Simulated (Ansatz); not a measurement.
Input and command of a calculation in Ansatz (plane waves; scalar-relativistic PAW potentials unless the input names others):

```yaml
crystal:
  lattice:
    - [3.3270855171, -2.0308343777, 0.0]
    - [3.3270855171, 2.0308343777, 0.0]
    - [0.0, 0.0, 8.7478945108]
  atoms:
    - { symbol: Br, position: [0.8289227812, 0.1710772188, 0.1224043963] }
    - { symbol: Br, position: [0.6710772188, 0.3289227812, 0.6224043963] }
    - { symbol: Br, position: [0.1710772188, 0.8289227812, 0.8775956037] }
    - { symbol: Br, position: [0.3289227812, 0.6710772188, 0.3775956037] }
basis:
  ecutwfc: 420
kpoints:
  mp_grid: { grid: [8, 8, 4] }
hamiltonian:
  xc: PBE-sol
  dispersion: d3bj
scf:
  occupations: { method: gaussian, width: 0.02 }
  max_iter: 75
output:
  forces: true
  eigenvalues: true
  stress: true
relax:
  adjacent_minimum: "off"
  f_tol: 0.01
  max_steps: 60
  cell: { stress_tol: 0.1 }
```

```bash
ansatz run input.yaml --threads 1 --pin off --max-ram 2560MiB --backend cpu --events-out ev --progress --plain --runs-dir out
```

Task: Will this input run?

Result: The program refuses it, because of an unknown functional (hamiltonian.xc: "pbe" → "PBE-sol"; the functional meant is spelt pbesol). With the sound run's settings it is accepted.

Abridged log:
```
Error: YAML parse error: error: line 16 column 7: hamiltonian.xc: unknown variant `PBE-sol`, expected one of `lda`, `lda-pw`, `pw92`, `pbe`, `pbesol`, `rpbe`, `revpbe`, `blyp`, `pbe0`, `revpbe0`, `b3lyp`, `b3lyp5`, `hse06`, `wpbeh`, `hiss`, `lc_wpbe`, `cam_b3lyp`, `hf`, `r2scan`, `r2scanh`, `r2scan0`, `r2scan50`, `mr2scan`
  --> <input>:16:7
   |
14 |   mp_grid: { grid: [8, 8, 4] }
15 | hamiltonian:
16 |   xc: PBE-sol
   |       ^ hamiltonian.xc: unknown variant `PBE-sol`, expected one of `lda`, `lda-pw`, `pw92`, `pbe`, `pbesol`, `rpbe`, `revpbe`, `blyp`, `pbe0`, `revpbe0`, `b3lyp`, `b3lyp5`, `hse06`, `wpbeh`, `hiss`, `lc_wpbe`, `cam_b3lyp`, `hf`, `r2scan`, `r2scanh`, `r2scan0`, `r2scan50`, `mr2scan`
17 |   dispersion: d3bj
18 | scf:
   |
```